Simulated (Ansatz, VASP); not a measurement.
# Two plane-wave programs on Pt

```xyz
2
Lattice="2.7607 0.0000 0.0000 -1.3803 2.3908 0.0000 0.0000 0.0000 4.7921" Properties=species:S:1:pos:R:3 pbc="T T T"
Pt    0.0000    1.5939    1.1980
Pt    1.3803    0.7969    3.5941
```

This isn't the form of Pt at room conditions, which is fcc.

Alike in both runs: task single point; functional LDA; k mesh 11 × 11 × 6; occupations fermi-dirac, width 0.05 eV; no spin polarisation.

```csv
,VASP,Ansatz
version,VASP 6.6.1,Ansatz 0.2.0
potentials or method,"VASP PAW LDA potentials, release 64 (Pt)",Ansatz PAW
plane-wave cutoff (eV),520,420
valence electrons in the cell,20,36
```

Ansatz gave:

- gap on the k mesh at the Fermi level (eV): none
- pressure (GPa): -15.6
- largest component of the traceless stress (GPa): 0.23

**Question.** Which values does VASP return?

**Answer.** gap on the k mesh at the Fermi level (eV): none; pressure (GPa): -15.0; largest component of the traceless stress (GPa): 0.49.

A gap of «none» marks a metal or a gap that the smearing closes. The two sets of potentials don't hold the same shells in valence.

Caveats: so large a pressure means that the cell lies far from this level's equilibrium, or that cutoff or potentials fall short (VASP); the PAW data sets come from PBE, with cores solved anew for the run's functional, which leaves a small shift of forces and pressure (Ansatz). The runs have no spin-orbit coupling, so splittings on Pt are missing.
